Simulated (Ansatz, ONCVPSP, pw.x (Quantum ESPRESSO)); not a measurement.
## pw.x on fcc Te: one setting changed

Potential: optimised norm-conserving Vanderbilt (ONCV), ONCVPSP 4.0.1.1 (patched build), PBE; core [Ar] 3d10, reference 4s2 4p6 4d10 5s2 5p4; waves: 4s+5s: rc 1.35 bohr, ncon 5, nbas 9, qcut 9.4 1/bohr, 2 projectors; 4p+5p: rc 1.45 bohr, ncon 3, nbas 8, qcut 10.8 1/bohr, 2 projectors; 4d: rc 1.15 bohr, ncon 4, nbas 8, qcut 10.8 1/bohr, 2 projectors, debl 2.9 Ha; local part: polynomial inside 1.10 bohr (lpopt 4, dvloc0 6 Ha); core correction: none.

The reference run (k-mesh 12³, cutoffs 135/540 Ry, Fermi–Dirac 0.01 Ry, mixing_beta 0.4, conv_thr 1e-9, no spin) gives 0.33 GPa at 28.359 Å³/atom, where all-electron LAPW gives 0.13 GPa. This run, with its own iteration cap, changes k-mesh shift to 1.

```
&control
  calculation='scf', prefix='x', pseudo_dir='./', outdir='./tmp', tstress=.true., disk_io='none'
/
&system
  ibrav=0, nat=1, ntyp=1, ecutwfc=135, ecutrho=540, nbnd=21,
  occupations='smearing', smearing='fd', degauss=0.01
/
&electrons
  conv_thr=1e-09, mixing_beta=0.4, electron_maxstep=70
/
ATOMIC_SPECIES
Te 1.0 Te.UPF
CELL_PARAMETERS angstrom
  0.00000000 2.42039904 2.42039904
  2.42039904 0.00000000 2.42039904
  2.42039904 2.42039904 0.00000000
ATOMIC_POSITIONS crystal
Te 0.0000 0.0000 0.0000
K_POINTS automatic
12 12 12 1 1 1
```

```bash
pw.x < Te.scf.in > Te.scf.out
```

**Question.** How does the run end?

**Answer.** It converges in 6 iterations; the free energy moves by -1.3 meV/atom and the pressure by -0.11 GPa.

```
Message from routine setup:
     using ibrav=0 with symmetry is DISCOURAGED, use correct ibrav instead
     lattice parameter (alat)  =       6.4685  a.u.
     unit-cell volume          =     191.3760 (a.u.)^3
     number of electrons       =        24.00
     number of Kohn-Sham states=           21
     kinetic-energy cutoff     =     135.0000  Ry
     charge density cutoff     =     540.0000  Ry
     scf convergence threshold =      1.0E-09
     Exchange-correlation= PBE
     number of k points=   182  Fermi-Dirac smearing, width (Ry)=  0.0100
     iteration #  1     ecut=   135.00 Ry     beta= 0.40
     total energy              =    -536.97907297 Ry
     estimated scf accuracy    <       0.00175582 Ry
     iteration #  2     ecut=   135.00 Ry     beta= 0.40
     total energy              =    -536.97910358 Ry
     estimated scf accuracy    <       0.00039521 Ry
     iteration #  3     ecut=   135.00 Ry     beta= 0.40
     total energy              =    -536.97913535 Ry
     estimated scf accuracy    <       0.00002071 Ry
     iteration #  4     ecut=   135.00 Ry     beta= 0.40
     total energy              =    -536.97913793 Ry
     estimated scf accuracy    <       0.00000054 Ry
     iteration #  5     ecut=   135.00 Ry     beta= 0.40
     total energy              =    -536.97913769 Ry
     estimated scf accuracy    <       0.00000105 Ry
     iteration #  6     ecut=   135.00 Ry     beta= 0.40
     the Fermi energy is    12.9712 ev
!    total energy              =    -536.97913787 Ry
     estimated scf accuracy    <          4.7E-10 Ry
     smearing contrib. (-TS)   =      -0.00412912 Ry
     The total energy is F=E-TS. E is the sum of the following terms:
     one-electron contribution =    -389.15556926 Ry
     hartree contribution      =     181.91346951 Ry
     xc contribution           =     -41.04212223 Ry
     ewald contribution        =    -288.69078676 Ry
     convergence has been achieved in   6 iterations
          total   stress  (Ry/bohr**3)                   (kbar)     P=        2.18
     Message from routine punch:
     Nothing written, as per user request (disk_io='none')
```

The run took about 2.9 min on one core of a shared host (Neoverse-V2, 96 threads, 742 GiB, load 34).
